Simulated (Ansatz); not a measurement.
## The 5-layer graphene (ABC) between two gates

Wanted: Fermi level and gate voltage of the 5-layer graphene (ABC) as it is charged.

Method: plane-wave DFT, PBE-D3(BJ), Ansatz PAW, in Ansatz 0.2.0.

### 1. The starting structure

The cell holds 10 atoms: 10 C. Cell: a = 2.467 Å, b = 2.467 Å, c = 57.800 Å, α = 90.0°, β = 90.0°, γ = 120.0°. Regions: layer 1: graphene, 2 atoms (2 C); layer 2: graphene, 2 atoms (2 C); layer 3: graphene, 2 atoms (2 C); layer 4: graphene, 2 atoms (2 C); layer 5: graphene, 2 atoms (2 C). Vacuum lies along c.

### 2. Relaxation

The starting cell is a guess, so the in-plane lattice and the atoms are relaxed first, with the slab cut off from its images along the normal.

input.yaml reads:

```yaml
crystal:
  lattice:
    - [2.467, 0.0, 0.0]
    - [-1.2335, 2.1364846711, 0.0]
    - [0.0, 0.0, 57.8000000014]
  atoms:
    - { symbol: C, position: [0.6666666667, 0.3333333333, 0.384083045] }
    - { symbol: C, position: [0.3333333333, 0.6666666667, 0.384083045] }
    - { symbol: C, position: [0.0, 0.0, 0.4420415225] }
    - { symbol: C, position: [0.6666666667, 0.3333333333, 0.4420415225] }
    - { symbol: C, position: [0.3333333333, 0.6666666667, 0.5] }
    - { symbol: C, position: [0.0, 0.0, 0.5] }
    - { symbol: C, position: [0.6666666667, 0.3333333333, 0.5579584775] }
    - { symbol: C, position: [0.3333333333, 0.6666666667, 0.5579584775] }
    - { symbol: C, position: [0.0, 0.0, 0.615916955] }
    - { symbol: C, position: [0.6666666667, 0.3333333333, 0.615916955] }
  periodic: [true, true, false]
kpoints:
  mp_grid: { grid: [18, 18, 1] }
hamiltonian:
  xc: pbe
  dispersion: d3bj
scf:
  occupations: { method: fermi_dirac, width: 0.05 }
  convergence: { dr2_threshold: 1.0e-09 }
relax:
  f_tol: 0.004
  max_steps: 90
  cell: {}
output:
  write_potential: true
  write_density: true
  volumetric_format: npy
```

Launch:

```bash
$ ansatz run input.yaml --threads 8 --pin off --max-ram 12288MiB --backend cpu --events-out ev --progress --plain --runs-dir out
```

Numbers of over 12 decimals in the logs are rounded to 6 here.

Output:

```text
Warning: relax.cell: scf.convergence.dr2_threshold = 1e-9 eV is looser than the 1.82628387784e-10 eV advised for a relaxation that steers and ends on the stress (1e-10 eV for each atom of the cell: 10, times the square of relax.cell.stress_2d_tol = 0.05 N/m over 23.4 Å (the atoms' height at the walk's start and 5 Å past either face), 2.137e-2 GPa, over a crystal's default 0.05). What an SCF threshold leaves in a stress goes as its square root, and in the free energy as the threshold itself, and one threshold admits the most on a small cell: [figures from the program's tests cut] Set scf.convergence.dr2_threshold to 1.82628387784e-10 eV or tighter. [rest of the remark cut]
Engine: ansatz 0.2.0, x86_64-unknown-linux-gnu
Pseudopotentials: kind: paw
Pseudopotential: C, paw, valence charge 4, recommended cutoff 420 eV (normal), C.paw.azcp
Functional definition: PBE
  parameter kappa = 0.804
  parameter beta = 0.066725
  exchange = pbe_x(kappa = kappa, mu = beta*pi^2/3)
  correlation = pbe_c(beta = beta)
Crystal: 10 atoms, lattice volume = 304.647 Å³
Basis set: ecut = 420 eV, 5743 PW (Γ), exchange–correlation on 36×36×800 points (8 copies of the dense FFT grid, shifted against one another)
Bands: 30, of which v1, the nominal top of the filled ones, is band 20 counted from 1 (19 counted from 0)
Symmetry: 12 space group operations
Space group: P-3m1 (ITA 164), of the structure as read, at distance tolerance 6.7e-5 Å
k-points: 37 of 324
Non-local potential: C, projectors of the file, l = 0: 2, l = 1: 2, l = 2: 1
PAW form: soft (Blöchl's): semilocal exchange-correlation on the pseudo side does not see the compensation charge
PAW one-centre angular grid: C, 110 points (default); XC on 64 Gauss nodes
Initial density: superposition of atomic densities (neutral atoms: chi_scale 0, normalization atom), corrected by the library's trained network
Initial wavefunctions: pseudopotential atomic-orbital guess
Functional: x = pbe(κ = 0.804, μ = 0.219515), c = pbe(β = 0.066725)
SCF iter   1: F=—  HF=-2510.727837 eV  |F-HF|=—  |Δ(HF+E_count)|=         —  Δρ=1.57e-3  dr2=7.86e-3  ethr=1.77e-3  ⟨swp⟩=22.3  Hψ=11768  notcnv=0  defer=26
preconditioner: auto → LDOS  [metal: Δε(μ)=0.337 eV  Ē_g=15.158 eV  σ=0.050 eV  W_gap=0.50  n_scr=34 (ndim 8)  ℏωp=13.5 eV  f_vac=0.701  D(μ)=0.13/eV (n_scr^D=4)  β→1.0]
SCF iter   2: F=—  HF=-2510.729615 eV  |F-HF|=—  |Δ(HF+E_count)|=   1.78e-3  Δρ=6.84e-4  dr2=5.13e-3  ethr=1.96e-5  ⟨swp⟩=4.4  Hψ=3311  notcnv=0  defer=147
SCF iter   3: F=—  HF=-2510.728347 eV  |F-HF|=—  |Δ(HF+E_count)|=   1.27e-3  Δρ=2.97e-4  dr2=1.19e-3  ethr=1.28e-5  ⟨swp⟩=3.6  Hψ=2283  notcnv=0  defer=146
SCF iter   4: F=—  HF=-2510.728077 eV  |F-HF|=—  |Δ(HF+E_count)|=   2.70e-4  Δρ=8.27e-5  dr2=3.77e-5  ethr=2.98e-6  ⟨swp⟩=2.9  Hψ=1782  notcnv=0  defer=141
SCF iter   5: F=—  HF=-2510.728127 eV  |F-HF|=—  |Δ(HF+E_count)|=   4.95e-5  Δρ=3.56e-5  dr2=2.56e-5  ethr=9.43e-8  ⟨swp⟩=3.0  Hψ=2136  notcnv=0  defer=141
SCF iter   6: F=—  HF=-2510.728126 eV  |F-HF|=—  |Δ(HF+E_count)|=   6.18e-7  Δρ=6.36e-6  dr2=2.03e-7  ethr=6.39e-8  ⟨swp⟩=2.8  Hψ=1693  notcnv=0  defer=141
SCF iter   7: F=—  HF=-2510.728003 eV  |F-HF|=—  |Δ(HF+E_count)|=   1.23e-4  Δρ=2.52e-6  dr2=1.33e-8  ethr=5.08e-10  ⟨swp⟩=3.3  Hψ=2301  notcnv=0  defer=142
SCF iter   8: F=—  HF=-2510.728003 eV  |F-HF|=—  |Δ(HF+E_count)|=   1.79e-7  Δρ=8.86e-7  dr2=2.14e-9  ethr=3.32e-11  ⟨swp⟩=3.0  Hψ=2061  notcnv=0  defer=142
SCF iter   9: F=-2510.728003 eV  HF=-2510.728003 eV  |F-HF|=8.19e-12  |Δ(HF+E_count)|=   2.58e-9  Δρ=3.02e-7  dr2=2.50e-10  ethr=2.50e-12  ⟨swp⟩=10.1  Hψ=7172  notcnv=0
SCF 1 converged in 9 iterations: F = -2510.728003 eV  dr2 = 2.50e-10
  greatest PAW one-centre occupation: 0.672 electrons in one spin orbital (limit 2), on the C atom at site 9 (counted from 0), in its partial waves of l = 0
relax step   1: F+E_penalty+E_count = -2510.72800303 eV  Δ(F+E_penalty+E_count) = +0.000e0 eV  max|allowed force component| = 2.136e-2 eV/Å  Δτ_max = 0.0000 Å  P = -1.719 N/m  Ω = 304.647 Å³  fix = [c, alpha, beta]  reactions: c +0.000 N/m  (9 SCF iters, accepted)
Crystal: 10 atoms, lattice volume = 304.310 Å³
Basis set: ecut = 420 eV, 5731 PW (Γ), exchange–correlation on 36×36×800 points (8 copies of the dense FFT grid, shifted against one another)
Initial density: handed on by an earlier stage of this run
Initial wavefunctions: those handed on with the density
iter 1 solved again at ethr=4.42e-4 eV; its pass at ethr=3.10e-3 eV (dr2=1.77e-1 eV) is discarded
SCF iter   1: F=—  HF=-2510.778381 eV  |F-HF|=—  |Δ(HF+E_count)|=         —  Δρ=8.24e-3  dr2=1.73e-1  ethr=4.42e-4  ⟨swp⟩=2.6  Hψ=8582  notcnv=0  defer=1
preconditioner: auto → LDOS  [metal: Δε(μ)=0.290 eV  Ē_g=15.127 eV  σ=0.050 eV  W_gap=0.50  n_scr=34 (ndim 8)  ℏωp=13.5 eV  f_vac=0.699  D(μ)=0.13/eV (n_scr^D=4)  β→1.0]
SCF iter   2: F=—  HF=-2510.831753 eV  |F-HF|=—  |Δ(HF+E_count)|=   5.34e-2  Δρ=5.33e-3  dr2=3.61e-1  ethr=4.32e-4  ⟨swp⟩=5.1  Hψ=3655  notcnv=0  defer=72
SCF iter   3: F=—  HF=-2510.728731 eV  |F-HF|=—  |Δ(HF+E_count)|=   1.03e-1  Δρ=7.22e-4  dr2=4.06e-3  ethr=4.32e-4  ⟨swp⟩=4.3  Hψ=2472  notcnv=0  defer=136
SCF iter   4: F=—  HF=-2510.728603 eV  |F-HF|=—  |Δ(HF+E_count)|=   1.29e-4  Δρ=3.86e-4  dr2=2.67e-3  ethr=1.01e-5  ⟨swp⟩=3.3  Hψ=2510  notcnv=0  defer=140
SCF iter   5: F=—  HF=-2510.728001 eV  |F-HF|=—  |Δ(HF+E_count)|=   6.02e-4  Δρ=1.62e-4  dr2=7.97e-5  ethr=6.66e-6  ⟨swp⟩=2.6  Hψ=1651  notcnv=0  defer=140
SCF iter   6: F=—  HF=-2510.728086 eV  |F-HF|=—  |Δ(HF+E_count)|=   8.51e-5  Δρ=7.00e-5  dr2=4.43e-6  ethr=1.99e-7  ⟨swp⟩=3.1  Hψ=2181  notcnv=0  defer=140
SCF iter   7: F=—  HF=-2510.728085 eV  |F-HF|=—  |Δ(HF+E_count)|=   1.15e-6  Δρ=1.68e-5  dr2=8.15e-7  ethr=1.11e-8  ⟨swp⟩=2.8  Hψ=1984  notcnv=0  defer=140
SCF iter   8: F=—  HF=-2510.727961 eV  |F-HF|=—  |Δ(HF+E_count)|=   1.23e-4  Δρ=3.74e-6  dr2=5.18e-8  ethr=2.04e-9  ⟨swp⟩=2.4  Hψ=1825  notcnv=0  defer=140
SCF iter   9: F=—  HF=-2510.727962 eV  |F-HF|=—  |Δ(HF+E_count)|=   3.92e-8  Δρ=8.87e-7  dr2=2.35e-9  ethr=1.29e-10  ⟨swp⟩=3.2  Hψ=2035  notcnv=0  defer=140
SCF iter  10: F=-2510.727962 eV  HF=-2510.727962 eV  |F-HF|=7.11e-10  |Δ(HF+E_count)|=   2.59e-8  Δρ=3.21e-7  dr2=2.46e-10  ethr=2.50e-12  ⟨swp⟩=10.4  Hψ=7201  notcnv=0
SCF 2 converged in 10 iterations: F = -2510.727962 eV  dr2 = 2.46e-10
  greatest PAW one-centre occupation: 0.672 electrons in one spin orbital (limit 2), on the C atom at site 7 (counted from 0), in its partial waves of l = 0
[...]
SCF iter   7: F=—  HF=-2510.729330 eV  |F-HF|=—  |Δ(HF+E_count)|=   1.24e-4  Δρ=4.91e-6  dr2=4.61e-8  ethr=2.96e-9  ⟨swp⟩=3.1  Hψ=1898  notcnv=0  defer=147
SCF iter   8: F=—  HF=-2510.729330 eV  |F-HF|=—  |Δ(HF+E_count)|=   1.43e-7  Δρ=1.31e-6  dr2=7.66e-9  ethr=1.15e-10  ⟨swp⟩=2.9  Hψ=1957  notcnv=0  defer=147
SCF iter   9: F=-2510.729330 eV  HF=-2510.729330 eV  |F-HF|=1.42e-9  |Δ(HF+E_count)|=   1.19e-8  Δρ=2.92e-7  dr2=1.58e-10  ethr=2.50e-12  ⟨swp⟩=9.0  Hψ=8296  notcnv=0
SCF 3 converged in 9 iterations: F = -2510.729330 eV  dr2 = 1.58e-10
  greatest PAW one-centre occupation: 0.673 electrons in one spin orbital (limit 2), on the C atom at site 9 (counted from 0), in its partial waves of l = 0
relax step   3: F+E_penalty+E_count = -2510.72932977 eV  Δ(F+E_penalty+E_count) = -1.327e-3 eV  max|allowed force component| = 3.086e-3 eV/Å  Δτ_max = 0.0300 Å  P = -0.067 N/m  Ω = 304.196 Å³  energy of the carried Pulay correction = +4.191e-4 eV  fix = [c, alpha, beta]  reactions: c +0.000 N/m  (9 SCF iters, accepted)
[...]
relax step   4: F+E_penalty+E_count = -2510.72947508 eV  Δ(F+E_penalty+E_count) = -1.453e-4 eV  max|allowed force component| = 1.068e-3 eV/Å  Δτ_max = 0.0206 Å  P = +0.070 N/m  Ω = 304.162 Å³  energy of the carried Pulay correction = +4.507e-4 eV  fix = [c, alpha, beta]  reactions: c +0.000 N/m  (9 SCF iters, accepted)
[...]
relax step   5: F+E_penalty+E_count = -2510.72947193 eV  Δ(F+E_penalty+E_count) = +3.149e-6 eV  max|allowed force component| = 1.005e-3 eV/Å  Δτ_max = 0.0050 Å  P = +0.032 N/m  Ω = 304.174 Å³  energy of the carried Pulay correction = +4.402e-4 eV  fix = [c, alpha, beta]  reactions: c +0.000 N/m  (8 SCF iters, accepted)
Initial wavefunctions: pseudopotential atomic-orbital guess (no wavefunctions were taken with the density)
iter 1 solved again at ethr=4.27e-7 eV; its pass at ethr=3.10e-3 eV (dr2=1.71e-4 eV) is discarded
SCF iter   1: F=—  HF=-2510.729178 eV  |F-HF|=—  |Δ(HF+E_count)|=         —  Δρ=5.23e-6  dr2=1.32e-8  ethr=4.27e-7  ⟨swp⟩=6.5  Hψ=16409  notcnv=0  defer=3
eigensolver tolerance schedule: the retry pair's looser diagonalisation over-reported the residual by 12969.93 of it (diagonalisation noise at an unbounded share of the residual, at the tolerance the schedule requests for it); recorded, not acted on — ethr = c·dr2/N_el stays at c = 1.0e-1
preconditioner: auto → LDOS  [metal: Δε(μ)=0.318 eV  Ē_g=15.132 eV  σ=0.050 eV  W_gap=0.50  n_scr=34 (ndim 8)  ℏωp=13.5 eV  f_vac=0.700  D(μ)=0.13/eV (n_scr^D=4)  β→1.0]
SCF iter   2: F=—  HF=-2510.729064 eV  |F-HF|=—  |Δ(HF+E_count)|=   1.14e-4  Δρ=1.79e-6  dr2=6.33e-9  ethr=3.29e-11  ⟨swp⟩=5.1  Hψ=3647  notcnv=0  defer=2
SCF iter   3: F=—  HF=-2510.729064 eV  |F-HF|=—  |Δ(HF+E_count)|=   1.12e-9  Δρ=6.28e-7  dr2=1.21e-9  ethr=1.58e-11  ⟨swp⟩=2.4  Hψ=1963  notcnv=0  defer=2
SCF iter   4: F=—  HF=-2510.729064 eV  |F-HF|=—  |Δ(HF+E_count)|=  7.08e-10  Δρ=3.04e-7  dr2=1.80e-9  ethr=2.50e-12  ⟨swp⟩=21.2  Hψ=9694  notcnv=0
SCF iter   5: F=-2510.729064 eV  HF=-2510.729064 eV  |F-HF|=1.01e-10  |Δ(HF+E_count)|=  3.05e-10  Δρ=8.35e-8  dr2=7.94e-11  ethr=2.50e-12  ⟨swp⟩=7.8  Hψ=7119  notcnv=0
SCF 6 converged in 5 iterations: F = -2510.729064 eV  dr2 = 7.94e-11
relax step   6: F+E_penalty+E_count = -2510.72906355 eV  Δ(F+E_penalty+E_count) = +4.084e-4 eV  max|allowed force component| = 1.008e-3 eV/Å  Δτ_max = 0.0000 Å  P = +0.017 N/m  Ω = 304.174 Å³  fix = [c, alpha, beta]  reactions: c +0.000 N/m  stress off target by 1.71e-2 N/m on what of the cell is left free  SCF on the basis re-selected at this cell (its energy is not comparable with the rows above)  (5 SCF iters)
basis re-selected at this cell: Δ(F+E_penalty+E_count) = +4.084e-4 eV, ΔP = -0.015 N/m vs the last step (what re-selecting the basis moved, of the pressure what is left beyond the Pulay correction that the steps carried, after the strain that the cell walked since its last selection, with what the two solves' SCF thresholds leave and, on support functions, any second-order correction that the steps lacked; it is no m [...]
WARN: The output density's exchange-correlation potential varies sharply where the density is thin. Do not read a vacuum level from v_tot or v_xc, or from such a field of the output density. On a cell that repeats whose density bears no net charge and no dipole along the vacuum's axis use v_es (v_loc + v_h of the components); under efield.dipole_correction with no amplitude use v_es + v_field, which holds any externa [...]
SCF converged after 5 iterations
Free energy (F): -2510.729064 eV
Harris-Foulkes:  -2510.729064 eV  (|F-HF|=1.01e-10)
Internal energy: -2510.728148 eV  (E = F + TS)
E sigma→0 (E₀):  -2510.728606 eV
Entropy (-TS):   -0.000915 eV (-0.092 meV/atom)
Fermi energy:    -4.275750 eV
--- Per-component energies (eV) ---
  E_band       = -536.759577
  E_kinetic    = 909.203967
  E_local      = -246895.308140  (includes V_loc(G=0)·N_el)
  E_nonlocal   = 273.028275
  E_hartree    = 122919.379390
  E_xc         = -480.075469
  E_vxc        = -594.402483  (∫ρ·V_xc dr)
  E_paw        = -993.444976  (= ΣΔE_a)
  E_vpaw       = -68.041232  (= ΣTr[D̂ρ^β])
  E_aug_tail   = 0.000074  (compensation charges beyond the density's cutoff)
  E_ewald      = 121757.892323
  E_disp       = -1.403592  (pairwise vdW)
  E_smearing   = -0.000915  (= −TS)
  E_closure    = -0.000000  (closes the sum)
  Σ components = -2510.729064   (vs F -2510.729064, Δ=0.00e0)
--- Forces (eV/Å), atoms counted from 1 ---
  atom   1  C     -0.00000000     0.00000000    -0.00040606
  atom   2  C      0.00000000    -0.00000000     0.00041190
  atom   3  C     -0.00000000     0.00000000    -0.00100785
  atom   4  C      0.00000000    -0.00000000     0.00079906
  atom   5  C     -0.00000000     0.00000000    -0.00095324
  atom   6  C      0.00000000    -0.00000000     0.00095324
  atom   7  C     -0.00000000     0.00000000    -0.00079906
  atom   8  C      0.00000000    -0.00000000     0.00100785
  atom   9  C     -0.00000000     0.00000000    -0.00041190
  atom  10  C      0.00000000    -0.00000000     0.00040606
  max |Σ_I F_I| component: 4.44e-16 eV/Å
--- 2D stress c σ (N/m, compression-positive) ---
        0.017057      -0.000000      -0.000000
       -0.000000       0.017057      -0.000000
       -0.000000      -0.000000       0.000000
  P = ½ c Tr σ = 0.0171 N/m
--- Band table (eV; the first three rows and the last of 37) ---
  k-point 0: bands = [... 16 lower, -7.3020, -7.3020, -7.3002, -7.3002, -0.7255, -0.6863, 0.1831, 0.2243, ... 6 higher]
  k-point 1: bands = [... 16 lower, -7.4687, -7.4629, -7.4577, -7.4546, -0.6275, -0.5877, 0.2825, 0.3255, ... 6 higher]
  k-point 2: bands = [... 16 lower, -7.8874, -7.8794, -7.8723, -7.8676, -0.3335, -0.2922, 0.5803, 0.6294, ... 6 higher]
  k-point 36: bands = [... 16 lower, -4.6173, -4.6017, -4.5940, -4.2755, -4.2755, -3.9640, -3.9640, -3.9639, ... 6 higher]
  the weakly bound empty levels are not read free of the cell's end (no_gap_told)
--- Relaxed structure (5 steps of the walk, 4 accepted, 1 SCFs on fresh bases) ---
  F+E_penalty+E_count = -2510.72906355 eV   max|allowed force component| = 1.008e-3 eV/Å   (the final SCF, on the basis selected at the relaxed cell)
  cell:  # Å, volume = 304.1736 Å³
    - [2.465083, 0.0, 0]
    - [-1.232541, 2.134824, 0]
    - [0, 0, 57.8000000014]
  atoms:
    - { symbol: C, position: [0.666667, 0.333333, 0.383130] }
    - { symbol: C, position: [0.333333, 0.666667, 0.383120] }
    - { symbol: C, position: [5.9211894662777065e-18, 1.110223024649391e-17, 0.441703] }
    - { symbol: C, position: [0.666667, 0.333333, 0.441684] }
    - { symbol: C, position: [0.333333, 0.666667, 0.500010] }
    - { symbol: C, position: [5.9211894662776965e-18, 1.1102230246493897e-17, 0.499990] }
    - { symbol: C, position: [0.666667, 0.333333, 0.558316] }
    - { symbol: C, position: [0.333333, 0.666667, 0.558297] }
    - { symbol: C, position: [5.921189466277697e-18, 1.1102230246493893e-17, 0.616880] }
    - { symbol: C, position: [0.666667, 0.333333, 0.616870] }
```

The job ended after 35 s (8 threads of Intel Xeon Platinum 8259CL at 2.50GHz (Skylake/Cascade Lake), shared host; peak memory 1.1 GiB).

The steps of the relaxation:

| step | energy less that of the first step (eV) | largest force component (eV/Å) | volume (Å³) |
| --- | --- | --- | --- |
| 1 | 0.0000 | 0.0214 | 304.65 |
| 2 | 0.0000 | 0.0218 | 304.31 |
| 3 | -0.0013 | 0.0031 | 304.20 |
| 4 | -0.0015 | 0.0011 | 304.16 |
| 5 | -0.0015 | 0.0010 | 304.17 |
| 6* | -0.0011 | 0.0010 | 304.17 |

Relaxation steps marked * repeat the geometry before them on a plane-wave basis chosen anew for their cell, so energy and pressure can jump there. Relaxation step 2 was tried and not accepted.

Forces are held to the 12 operations that the run works with; a distortion that breaks them can't arise in this run.

| cell as run | before | after | change |
| --- | --- | --- | --- |
| a (Å) | 2.467 | 2.465 | -0.1 % |
| b (Å) | 2.467 | 2.465 | -0.1 % |

The atoms that moved most (Å, along periodic axes as changes of fractional coordinates times the final cell, across vacuum about the mean position):

| atom | dx | dy | dz | length |
| --- | --- | --- | --- | --- |
| C9 | 0.000 | 0.000 | 0.056 | 0.056 |
| C2 | 0.000 | 0.000 | -0.056 | 0.056 |
| C10 | 0.000 | 0.000 | 0.055 | 0.055 |
| C1 | 0.000 | 0.000 | -0.055 | 0.055 |
| C7 | 0.000 | 0.000 | 0.021 | 0.021 |
| C4 | 0.000 | 0.000 | -0.021 | 0.021 |
| C8 | 0.000 | 0.000 | 0.020 | 0.020 |
| C3 | 0.000 | 0.000 | -0.020 | 0.020 |

This step gave:

```yaml
energy_at_zero_smearing: -2510.7286 eV
```

The lattice constant a goes from 2.467 to 2.465 Å.

(Continued in part 2 of 3.)

[Logs are printed without paths, hosts, clocks, repeated set-up lines and the standing remarks that a program may print on its own settings, such as how far it seeks lower states.]

[Hosts, paths, dates, database ids (printed as entryN), source tags and the programs' standing remarks are cut or masked in the printed files.]

[Maps of the electrostatic potential energy from Ansatz leave out the sawtooth potential of an applied field or a dipole correction, so their vacuum need not be flat; planar profiles and work functions include it.]
